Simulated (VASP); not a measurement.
# Br (Immm) in VASP: notebook

The runs below take Br through single point, with r2SCAN.

Program: VASP 6.6.1. These are calculated values, not measurements. Logs are shortened: lines on timing, memory, paths and dates and some standing lists are left out, and cuts for length are marked.

**1. The structure**

Symmetry: Immm, No. 71, orthorhombic system. The conventional cell has a = 2.574 Å, b = 3.440 Å, c = 7.156 Å, α = 90.00°, β = 90.00°, γ = 90.00°. Br (site symmetry mmm) has 2 Br at 2.57 Å as nearest neighbours.

**2. Single point, r2SCAN**

INCAR

```
SYSTEM = Br
PREC = Accurate ; ENCUT = 350
EDIFF = 1E-6 ; ISMEAR = 0
SIGMA = 0.05 ; LREAL = .False.
LASPH = .True. ; NELM = 100
ALGO = Normal ; ISIF = 2
LWAVE = .False. ; LCHARG = .False.
METAGGA = R2SCAN ; LMIXTAU = .True.
NBANDS = 10 ; ADDGRID = .False.
```

KPOINTS

```
regular mesh
0
Gamma
  8 8 8
  0 0 0
```

POSCAR

```
Br
1.0
   -1.2867684050      1.7199972000      3.5779911600
    1.2867684050     -1.7199972000      3.5779911600
    1.2867684050      1.7199972000     -3.5779911600
Br
1
Direct
    0.0000000000      0.0000000000      0.0000000000
```

Potentials or basis: VASP PAW PBE potentials, release 64 (Br).

Command:

```sh
cat potpaw_PBE.64/Br/POTCAR > POTCAR
mpirun -np 1 vasp_std > vasp.out
```

OUTCAR:

```text
SYSTEM = Br
   PREC = Accurate
   ENCUT = 350
   EDIFF = 1E-6
   ISMEAR = 0
   LREAL = .False.
   LASPH = .True.
   NELM = 100
   ISIF = 2
   METAGGA = R2SCAN

 Found     95 irreducible k-points:

 Following reciprocal coordinates:
            Coordinates               Weight
  0.000000  0.000000  0.000000      1.000000
  0.125000  0.000000 -0.000000      4.000000
  0.250000  0.000000 -0.000000      4.000000
  0.375000  0.000000 -0.000000      4.000000
  0.500000  0.000000 -0.000000      2.000000
  0.000000  0.125000 -0.000000      4.000000
   k-points           NKPTS =     95   k-points in BZ     NKDIM =     95   number of bands    NBANDS=     10
   number of dos      NEDOS =    301   number of ions     NIONS =      1
   total plane-waves  NPLWV =  21952
   dimension x,y,z NGX =    28 NGY =   28 NGZ =   28
   dimension x,y,z NGXF=    56 NGYF=   56 NGZF=   56
   ions per type =               1
   NGX,Y,Z   is equivalent  to a cutoff of  11.15, 11.15, 11.15 a.u.
   NGXF,Y,Z  is equivalent  to a cutoff of  22.31, 22.31, 22.31 a.u.
 SYSTEM =  Br
   PREC   = accura    normal or accurate (medium, high low for compatibility)
   ISTART =      0    job   : 0-new  1-cont  2-samecut
   ICHARG =      2    charge: 1-file 2-atom 10-const
   ISPIN  =      1    spin polarized calculation?
   LNONCOLLINEAR =      F non collinear calculations
   LSORBIT =      F    spin-orbit coupling
   LASPH  =      T    aspherical Exc in radial PAW
   ENCUT  =  350.0 eV  25.72 Ry    5.07 a.u.   6.37  6.37  6.37*2*pi/ulx,y,z
   NELM   =    100;   NELMIN=  2; NELMDL= -5     # of ELM steps
   EDIFF  = 0.1E-05   stopping-criterion for ELM
   LREAL  =      F    real-space projection
   EDIFFG = 0.1E-04   stopping-criterion for IOM
   NSW    =      0    number of steps for IOM
   IBRION =     -1    ionic relax: 0-MD 1-quasi-New 2-CG
   NFREE  =      0    steps in history (QN), initial steepest desc. (CG)
   ISIF   =      2    stress and relaxation
   ISYM   =      2    0-nonsym 1-usesym 2-fastsym
   POTIM  = 0.5000    time-step for ionic-motion
   TEBEG  =    0.0;   TEEND  =   0.0 temperature during run
   PSTRESS=    0.0 pullay stress
   NELECT =       7.0000    total number of electrons
   NUPDOWN=      -1.0000    fix difference up-down
   EMIN   =  10.00;   EMAX   =-10.00  energy-range for DOS
   EFERMI =   0.00;   METHOD = LEGACY
   ISMEAR =     0;   SIGMA  =   0.05  broadening in eV -4-tet -1-fermi 0-gaus
   EFERMI_NEDOS =   21; number of points for ismear=-14 and -15
   IALGO  =     38    algorithm
   IMIX   =      4    mixing-type and parameters
     AMIX     =   0.40;   BMIX     =  1.00
     AMIX_MAG =   1.60;   BMIX_MAG =  1.00
  volume/ion in A,a.u.               =      31.68       213.76
  Fermi-wavevector in a.u.,A,eV,Ry     =   0.989764  1.870383 13.328717  0.979633
  Thomas-Fermi vector in A             =   2.121386
   LORBIT       =      0    0 simple, 1 ext, 2 COOP (PROOUT), +10 PAW based schemes
   METAGGA = R2SCAN    functional components
   LHFCALC =     F    Hartree Fock is set to
   AEXX    =    0.0000 exact exchange contribution
   IVDW    =     0    specifies the selected vdW correction
   LEPSILON=     F    determine dielectric tensor
   LRPA    =     F    only Hartree local field effects (RPA)
 non-spin polarized calculation
 Gauss-broadening in eV      SIGMA  =   0.05
  energy-cutoff  :      350.00
  volume of cell :       31.68
 maximum number of plane-waves:       485
 NGX is ok and might be reduce to    28
   NGX = 13   NGY = 13   NGZ = 13

 number of electron       7.0000000 magnetization

 Free energy of the ion-electron system (eV)
  ---------------------------------------------------
  ext. energy  EPLUGINS =         0.00000000
  ---------------------------------------------------
  free energy    TOTEN  =       -13.19300031 eV

  energy without entropy =      -13.19170012  energy(sigma->0) =      -13.19235022

 E-fermi :  -0.2355     XC(G=0):  -8.6372

 val. band max:       -0.2442784118   @ k =   0.5000   0.5000  -0.0000
 cond. band min:      -0.2017180281   @ k =   0.1250   0.3750   0.0000
 fundamental gap:      0.0425603837
 Fermi energy:        -0.2355327940

 k-point     1 :       0.0000    0.0000    0.0000
  band No.  band energies     occupation
      1     -16.5515      2.00000
      2      -2.1426      2.00000
      3      -1.3897      2.00000
      4       4.1025      0.00000
      5       5.8434      0.00000
      6       9.8187      0.00000
      7      12.6239      0.00000
      8      13.6913      0.00000
      9      15.1839      0.00000
     10      20.9219      0.00000

 k-point     2 :       0.1250    0.0000   -0.0000
  band No.  band energies     occupation
      1     -16.4844      2.00000
      2      -2.2589      2.00000
      3      -1.9228      2.00000
      4       4.1252      0.00000
      5       6.4910      0.00000
      6      10.3181      0.00000
      7      11.4154      0.00000
      8      13.7449      0.00000
      9      17.3726      0.00000
     10      21.1085      0.00000

 k-point     3 :       0.2500    0.0000   -0.0000
  band No.  band energies     occupation
      1     -16.3153      2.00000
      2      -3.1699      2.00000
      3      -2.2986      2.00000
      4       4.1810      0.00000
      5       7.4000      0.00000
      6      10.1217      0.00000
      7      12.6673      0.00000
      8      13.8906      0.00000
      9      20.9674      0.00000
     10      21.4501      0.00000

 k-point     4 :       0.3750    0.0000   -0.0000
  band No.  band energies     occupation
      1     -16.1348      2.00000
      2      -4.0969      2.00000
      3      -2.4391      2.00000
      4       4.2382      0.00000
      5       7.1328      0.00000
      6      11.5063      0.00000
      7      13.9615      0.00000
      8      15.1808      0.00000
      9      19.1197      0.00000
     10      20.9090      0.00000

 k-point     5 :       0.5000    0.0000   -0.0000
  band No.  band energies     occupation
      1     -16.0562      2.00000
      2      -4.4481      2.00000
      3      -2.4905      2.00000
      4       4.2623      0.00000
      5       6.8773      0.00000
      6      13.1394      0.00000
      7      13.7730      0.00000
      8      15.6602      0.00000
      9      18.9232      0.00000
     10      20.6112      0.00000

 k-point     6 :       0.0000    0.1250   -0.0000
  band No.  band energies     occupation
      1     -16.2407      2.00000
      2      -1.9899      2.00000
      3      -1.1553      2.00000
      4       1.8597      0.00000
      5       6.3545      0.00000
      6      10.0870      0.00000
      7      13.0472      0.00000
      8      15.6159      0.00000
      9      16.3895      0.00000
     10      16.8487      0.00000

 [... further k-points ...]

------------------------ aborting loop because EDIFF is reached ----------------------------------------

  FORCE on cell =-STRESS in cart. coord.  units (eV):
  Direction    XX          YY          ZZ          XY          YZ          ZX
  --------------------------------------------------------------------------------------
  -------------------------------------------------------------------------------------
  Total       -0.0344986     -0.0428817     -0.0209104      0.0000000      0.0000000      0.0000000
  in kB       -1.7449571     -2.1689796     -1.0576591      0.0000000      0.0000000      0.0000000
  external PRESSURE =      -1.6571986 kB  Pullay stress =       0.0000000 kB

 VOLUME and BASIS-vectors are now :
 -----------------------------------------------------------------------------
  energy-cutoff  :      350.00
  volume of cell :       31.68
      direct lattice vectors                 reciprocal lattice vectors
    -1.286768405  1.719997200  3.577991160     0.000000000  0.290698148  0.139743218
     1.286768405 -1.719997200  3.577991160     0.388570312  0.000000000  0.139743218
     1.286768405  1.719997200 -3.577991160     0.388570312  0.290698148  0.000000000

 POSITION                                       TOTAL-FORCE (eV/Angst)
 -----------------------------------------------------------------------------------
      0.00000      0.00000      0.00000        -0.000000      0.000000      0.000000
 -----------------------------------------------------------------------------------
    total drift:                               -0.000000     -0.000000      0.000000

  FREE ENERGIE OF THE ION-ELECTRON SYSTEM (eV)
  ---------------------------------------------------
  free  energy   TOTEN  =       -13.1930003099 eV

  energy  without entropy=      -13.1917001219  energy(sigma->0) =      -13.19235022
```

Run time: 2.1 min. Hardware: 1 thread of Intel Xeon Platinum 8375C at 2.90GHz (Ice Lake), shared host; peak memory 0.16 GiB.

These settings aren't checked as converged: the numbers below hold their error.

What came out:

```yaml
Free_energy: -13.1930 eV
Pressure: -0.2 GPa
Band_gap_on_the_k_mesh: none (metal or under the smearing width)
```

Caveat: the k mesh is coarse (spacing up to 0.38 Å⁻¹), so the values aren't converged; the PAW data sets were made with another functional, which shifts forces and pressure a little; an odd number of electrons without spin polarisation forces a metal; a magnetic or distorted state may lie lower.

**3. Single point, r2SCAN**

Edit INCAR of step 2 so:

```diff
@@ -1,3 +1,3 @@
 SYSTEM = Br
-PREC = Accurate ; ENCUT = 350
+PREC = Accurate ; ENCUT = 900
 EDIFF = 1E-6 ; ISMEAR = 0
```

KPOINTS

```
regular mesh
0
Gamma
  5 5 5
  0 0 0
```

POSCAR is that of step 2.

Potentials or basis: VASP PAW PBE potentials, release 64 (Br).

Command:

```sh
cat potpaw_PBE.64/Br/POTCAR > POTCAR
mpirun -np 1 vasp_std > vasp.out
```

OUTCAR:

```text
SYSTEM = Br
   PREC = Accurate
   ENCUT = 900
   EDIFF = 1E-6
   ISMEAR = 0
   LREAL = .False.
   LASPH = .True.
   NELM = 100
   ISIF = 2
   METAGGA = R2SCAN

 Found     27 irreducible k-points:

 Following reciprocal coordinates:
            Coordinates               Weight
  0.000000  0.000000  0.000000      1.000000
  0.200000  0.000000 -0.000000      4.000000
  0.400000 -0.000000  0.000000      4.000000
  0.000000  0.200000  0.000000      4.000000
  0.200000  0.200000  0.000000      8.000000
  0.400000  0.200000  0.000000      8.000000
   k-points           NKPTS =     27   k-points in BZ     NKDIM =     27   number of bands    NBANDS=     10
   number of dos      NEDOS =    301   number of ions     NIONS =      1
   total plane-waves  NPLWV =  74088
   dimension x,y,z NGX =    42 NGY =   42 NGZ =   42
   dimension x,y,z NGXF=    84 NGYF=   84 NGZF=   84
   ions per type =               1
   NGX,Y,Z   is equivalent  to a cutoff of  16.73, 16.73, 16.73 a.u.
   NGXF,Y,Z  is equivalent  to a cutoff of  33.46, 33.46, 33.46 a.u.
 SYSTEM =  Br
   PREC   = accura    normal or accurate (medium, high low for compatibility)
   ISTART =      0    job   : 0-new  1-cont  2-samecut
   ICHARG =      2    charge: 1-file 2-atom 10-const
   ISPIN  =      1    spin polarized calculation?
   LNONCOLLINEAR =      F non collinear calculations
   LSORBIT =      F    spin-orbit coupling
   LASPH  =      T    aspherical Exc in radial PAW
   ENCUT  =  900.0 eV  66.15 Ry    8.13 a.u.  10.21 10.21 10.21*2*pi/ulx,y,z
   NELM   =    100;   NELMIN=  2; NELMDL= -5     # of ELM steps
   EDIFF  = 0.1E-05   stopping-criterion for ELM
   LREAL  =      F    real-space projection
   EDIFFG = 0.1E-04   stopping-criterion for IOM
   NSW    =      0    number of steps for IOM
   IBRION =     -1    ionic relax: 0-MD 1-quasi-New 2-CG
   NFREE  =      0    steps in history (QN), initial steepest desc. (CG)
   ISIF   =      2    stress and relaxation
   ISYM   =      2    0-nonsym 1-usesym 2-fastsym
   POTIM  = 0.5000    time-step for ionic-motion
   TEBEG  =    0.0;   TEEND  =   0.0 temperature during run
   PSTRESS=    0.0 pullay stress
   NELECT =       7.0000    total number of electrons
   NUPDOWN=      -1.0000    fix difference up-down
   EMIN   =  10.00;   EMAX   =-10.00  energy-range for DOS
   EFERMI =   0.00;   METHOD = LEGACY
   ISMEAR =     0;   SIGMA  =   0.05  broadening in eV -4-tet -1-fermi 0-gaus
   EFERMI_NEDOS =   21; number of points for ismear=-14 and -15
   IALGO  =     38    algorithm
   IMIX   =      4    mixing-type and parameters
     AMIX     =   0.40;   BMIX     =  1.00
     AMIX_MAG =   1.60;   BMIX_MAG =  1.00
  volume/ion in A,a.u.               =      31.68       213.76
  Fermi-wavevector in a.u.,A,eV,Ry     =   0.989764  1.870383 13.328717  0.979633
  Thomas-Fermi vector in A             =   2.121386
   LORBIT       =      0    0 simple, 1 ext, 2 COOP (PROOUT), +10 PAW based schemes
   METAGGA = R2SCAN    functional components
   LHFCALC =     F    Hartree Fock is set to
   AEXX    =    0.0000 exact exchange contribution
   IVDW    =     0    specifies the selected vdW correction
   LEPSILON=     F    determine dielectric tensor
   LRPA    =     F    only Hartree local field effects (RPA)
 non-spin polarized calculation
 Gauss-broadening in eV      SIGMA  =   0.05
  energy-cutoff  :      900.00
  volume of cell :       31.68
 maximum number of plane-waves:      1962
 NGX is ok and might be reduce to    42
   NGX = 21   NGY = 21   NGZ = 21

 number of electron       7.0000000 magnetization

 Free energy of the ion-electron system (eV)
  ---------------------------------------------------
  ext. energy  EPLUGINS =         0.00000000
  ---------------------------------------------------
  free energy    TOTEN  =       -12.76407777 eV

  energy without entropy =      -12.76088207  energy(sigma->0) =      -12.76247992

 E-fermi :  -0.3950     XC(G=0):  -8.6344

 val. band max:       -0.4019090511   @ k =   0.2000   0.2000   0.0000
 cond. band min:      -0.3590630403   @ k =  -0.2000   0.2000   0.0000
 fundamental gap:      0.0428460108
 Fermi energy:        -0.3949973818

 k-point     1 :       0.0000    0.0000    0.0000
  band No.  band energies     occupation
      1     -16.5861      2.00000
      2      -2.1658      2.00000
      3      -1.3644      2.00000
      4       4.0041      0.00000
      5       5.8363      0.00000
      6       9.8507      0.00000
      7      12.6291      0.00000
      8      13.6439      0.00000
      9      15.2116      0.00000
     10      20.8742      0.00000
[... 53 lines left out ...]
 k-point     6 :       0.4000    0.2000    0.0000
  band No.  band energies     occupation
      1     -15.3687      2.00000
      2      -3.5069      2.00000
      3      -2.0219      2.00000
      4      -0.2552      0.00008
      5       8.1738      0.00000
      6      12.2154      0.00000
      7      14.3038      0.00000
      8      16.0135      0.00000
      9      17.5344      0.00000
     10      18.5715      0.00000

 [... further k-points ...]

------------------------ aborting loop because EDIFF is reached ----------------------------------------

  FORCE on cell =-STRESS in cart. coord.  units (eV):
  Direction    XX          YY          ZZ          XY          YZ          ZX
  --------------------------------------------------------------------------------------
  -------------------------------------------------------------------------------------
  Total        1.0829754     -0.0972085     -0.0420913      0.0000000      0.0000000      0.0000000
  in kB       54.7774457     -4.9168557     -2.1289987      0.0000000      0.0000000      0.0000000
  external PRESSURE =      15.9105305 kB  Pullay stress =       0.0000000 kB

 VOLUME and BASIS-vectors are now :
 -----------------------------------------------------------------------------
  energy-cutoff  :      900.00
  volume of cell :       31.68
      direct lattice vectors                 reciprocal lattice vectors
    -1.286768405  1.719997200  3.577991160     0.000000000  0.290698148  0.139743218
     1.286768405 -1.719997200  3.577991160     0.388570312  0.000000000  0.139743218
     1.286768405  1.719997200 -3.577991160     0.388570312  0.290698148  0.000000000

 POSITION                                       TOTAL-FORCE (eV/Angst)
 -----------------------------------------------------------------------------------
      0.00000      0.00000      0.00000        -0.000000      0.000000      0.000000
 -----------------------------------------------------------------------------------
    total drift:                               -0.000000      0.000000      0.000000

  FREE ENERGIE OF THE ION-ELECTRON SYSTEM (eV)
  ---------------------------------------------------
  free  energy   TOTEN  =       -12.7640777722 eV

  energy  without entropy=      -12.7608820731  energy(sigma->0) =      -12.76247992
```

Run time: 2.1 min. Hardware: 1 thread of Intel Xeon Platinum 8375C at 2.90GHz (Ice Lake), shared host; peak memory 0.28 GiB.

These settings aren't checked as converged: the numbers below hold their error.

What came out:

```yaml
Free_energy: -12.7641 eV
Pressure: 1.6 GPa
Band_gap_on_the_k_mesh: none (metal or under the smearing width)
```

Caveat: the k mesh is coarse (spacing up to 0.61 Å⁻¹), so the values aren't converged; the PAW data sets were made with another functional, which shifts forces and pressure a little; an odd number of electrons without spin polarisation forces a metal; a magnetic or distorted state may lie lower.

**4. Single point, r2SCAN**

Edit INCAR of step 3 so:

```diff
@@ -1,3 +1,3 @@
 SYSTEM = Br
-PREC = Accurate ; ENCUT = 900
+PREC = Accurate ; ENCUT = 400
 EDIFF = 1E-6 ; ISMEAR = 0
```

KPOINTS

```
regular mesh
0
Gamma
  8 8 8
  0 0 0
```

POSCAR is that of step 3.

Potentials or basis: VASP PAW PBE potentials, release 64 (Br).

Command:

```sh
cat potpaw_PBE.64/Br/POTCAR > POTCAR
mpirun -np 1 vasp_std > vasp.out
```

OUTCAR:

```text
SYSTEM = Br
   PREC = Accurate
   ENCUT = 400
   EDIFF = 1E-6
   ISMEAR = 0
   LREAL = .False.
   LASPH = .True.
   NELM = 100
   ISIF = 2
   METAGGA = R2SCAN

 Found     95 irreducible k-points:

 Following reciprocal coordinates:
            Coordinates               Weight
  0.000000  0.000000  0.000000      1.000000
  0.125000  0.000000 -0.000000      4.000000
  0.250000  0.000000 -0.000000      4.000000
  0.375000  0.000000 -0.000000      4.000000
  0.500000  0.000000 -0.000000      2.000000
  0.000000  0.125000 -0.000000      4.000000
   k-points           NKPTS =     95   k-points in BZ     NKDIM =     95   number of bands    NBANDS=     10
[... 154 lines left out ...]

  FORCE on cell =-STRESS in cart. coord.  units (eV):
  Direction    XX          YY          ZZ          XY          YZ          ZX
  --------------------------------------------------------------------------------------
  -------------------------------------------------------------------------------------
  Total       -0.0349784     -0.0430864     -0.0219303      0.0000000      0.0000000      0.0000000
  in kB       -1.7692272     -2.1793298     -1.1092473      0.0000000      0.0000000      0.0000000
  external PRESSURE =      -1.6859348 kB  Pullay stress =       0.0000000 kB

 VOLUME and BASIS-vectors are now :
 -----------------------------------------------------------------------------
  energy-cutoff  :      400.00
  volume of cell :       31.68
      direct lattice vectors                 reciprocal lattice vectors
    -1.286768405  1.719997200  3.577991160     0.000000000  0.290698148  0.139743218
     1.286768405 -1.719997200  3.577991160     0.388570312  0.000000000  0.139743218
     1.286768405  1.719997200 -3.577991160     0.388570312  0.290698148  0.000000000

 POSITION                                       TOTAL-FORCE (eV/Angst)
 -----------------------------------------------------------------------------------
      0.00000      0.00000      0.00000        -0.000000      0.000000     -0.000000
 -----------------------------------------------------------------------------------
    total drift:                               -0.000000     -0.000000      0.000000

  FREE ENERGIE OF THE ION-ELECTRON SYSTEM (eV)
  ---------------------------------------------------
  free  energy   TOTEN  =       -13.1933389173 eV

  energy  without entropy=      -13.1920377727  energy(sigma->0) =      -13.19268835
```

Wall time 1.9 min (1 thread of Intel Xeon Platinum 8375C at 2.90GHz (Ice Lake), shared host); peak memory 0.17 GiB.

The run converged, but some of its settings lie outside the range that counts as converged, so its numbers aren't taken as properties of the crystal.

What came out:

- Free energy: -13.1933 eV
- Pressure: -0.2 GPa
- Band gap on the k mesh: none (metal or under the smearing width)

Caveat: the k mesh is coarse (spacing up to 0.38 Å⁻¹), so the values aren't converged; the PAW data sets were made with another functional, which shifts forces and pressure a little; an odd number of electrons without spin polarisation forces a metal; a magnetic or distorted state may lie lower.

[end of part 1 of 2]
